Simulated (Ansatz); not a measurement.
# MoS2: the cost of one run

Computed with Ansatz 0.2.0 (DFT PBE+U (U = 4 eV, J = 0.9 eV on Mo d), plane waves, PAW, unless a step's input says otherwise).

The COD entry's cell or inner coordinates are ideal or old and differ from later refinements, so a difference from it is no clean test against experiment.

5 further runs of the same task are left out: 5 that didn't finish.

## 1. The structure to begin with

Symmetry: R-3m, No. 166, trigonal system. Conventional cell: a = 3.171 Å, b = 3.171 Å, c = 18.345 Å, α = 90.00°, β = 90.00°, γ = 120.00°. Mo (site symmetry -3m) has 6 S at 2.39 Å in its first shell of neighbours. S (site symmetry 3m) has 3 Mo at 2.39 Å in its first shell of neighbours.

Coordinates:

```xyz
3
Lattice="1.5855 0.9154 6.1150 -1.5855 0.9154 6.1150 0.0000 -1.8308 6.1150" Properties=species:S:1:pos:R:3 pbc="T T T"
Mo    0.0000    0.0000    0.0000
S     0.0000    0.0000   13.7587
S     0.0000    0.0000    4.5862
```

Magnetic order typed: ferromagnetic.

## 2. Random orbitals: single harmonics, first filling

input.yaml

```yaml
crystal:
  lattice:
    - [1.58550029, 0.91538902, 6.11499825]
    - [-1.58550029, 0.91538902, 6.11499825]
    - [0.0, -1.83077804, 6.11499825]
  atoms:
    - { symbol: Mo, position: [0.0, 0.0, 0.0], spin: 2.0, spin_axis: [0.57735, 0.57735, 0.57735] }
    - { symbol: S, position: [0.75, 0.75, 0.75] }
    - { symbol: S, position: [0.25, 0.25, 0.25] }
basis:
  ecutwfc: 420
  ecutrho_ratio: 4
kpoints:
  mp_grid: { grid: [7, 7, 7] }
hamiltonian:
  xc: pbe
  hubbard:
    sites:
      - { site: 0, l: d, u: 4.0, j: 0.9, starting_ns: [{ occupation_matrix: s0 }] }
    occupation_matrices:
      s0:
        spinor_matrix:
          - [[0.02, 0.0], [0.0, 0.0], [0.0, 0.0], [0.0, 0.0], [0.0, 0.0], [0.0, 0.0], [0.0, 0.0], [0.0, 0.0], [0.0, 0.0], [0.0, 0.0]]
          - [[0.0, 0.0], [0.76924, 0.0], [0.0, 0.0], [0.0, 0.0], [0.0, 0.0], [0.0, 0.0], [0.27424, -0.27424], [0.0, 0.0], [0.0, 0.0], [0.0, 0.0]]
          - [[0.0, 0.0], [0.0, 0.0], [0.76924, 0.0], [0.0, 0.0], [0.0, 0.0], [0.0, 0.0], [0.0, 0.0], [0.27424, -0.27424], [0.0, 0.0], [0.0, 0.0]]
          - [[0.0, 0.0], [0.0, 0.0], [0.0, 0.0], [0.02, 0.0], [0.0, 0.0], [0.0, 0.0], [0.0, 0.0], [0.0, 0.0], [0.0, 0.0], [0.0, 0.0]]
          - [[0.0, 0.0], [0.0, 0.0], [0.0, 0.0], [0.0, 0.0], [0.02, 0.0], [0.0, 0.0], [0.0, 0.0], [0.0, 0.0], [0.0, 0.0], [0.0, 0.0]]
          - [[0.0, 0.0], [0.0, 0.0], [0.0, 0.0], [0.0, 0.0], [0.0, 0.0], [0.02, 0.0], [0.0, 0.0], [0.0, 0.0], [0.0, 0.0], [0.0, 0.0]]
          - [[0.0, 0.0], [0.27424, 0.27424], [0.0, 0.0], [0.0, 0.0], [0.0, 0.0], [0.0, 0.0], [0.22076, 0.0], [0.0, 0.0], [0.0, 0.0], [0.0, 0.0]]
          - [[0.0, 0.0], [0.0, 0.0], [0.27424, 0.27424], [0.0, 0.0], [0.0, 0.0], [0.0, 0.0], [0.0, 0.0], [0.22076, 0.0], [0.0, 0.0], [0.0, 0.0]]
          - [[0.0, 0.0], [0.0, 0.0], [0.0, 0.0], [0.0, 0.0], [0.0, 0.0], [0.0, 0.0], [0.0, 0.0], [0.0, 0.0], [0.02, 0.0], [0.0, 0.0]]
          - [[0.0, 0.0], [0.0, 0.0], [0.0, 0.0], [0.0, 0.0], [0.0, 0.0], [0.0, 0.0], [0.0, 0.0], [0.0, 0.0], [0.0, 0.0], [0.02, 0.0]]
    ns_hold: { iters: 5 }
scf:
  occupations: { method: gaussian, width: 0.05 }
  lower_state_search: "off"
  max_iter: 150
output:
  forces: true
  stress: true
  eigenvalues: true
  populations: true
  hubbard: { sites: [{ site: 0, l: d }] }
  write_density: true
  write_potential: true
  elf: true
  volumetric_format: npy
magnetization:
  noncollinear: true
  spin_orbit: true
```

The typed matrices are held for 5 cycles. This run includes spin–orbit coupling.

Run with:

```
$ ansatz run input.yaml --threads 4 --pin off --max-ram 6144MiB --backend cpu --events-out ev --progress --plain --runs-dir out
```

What time and memory should one allow on 4 threads of Arm Neoverse V1, shared host?

About 3.4 min, with a peak of 1.2 GiB.
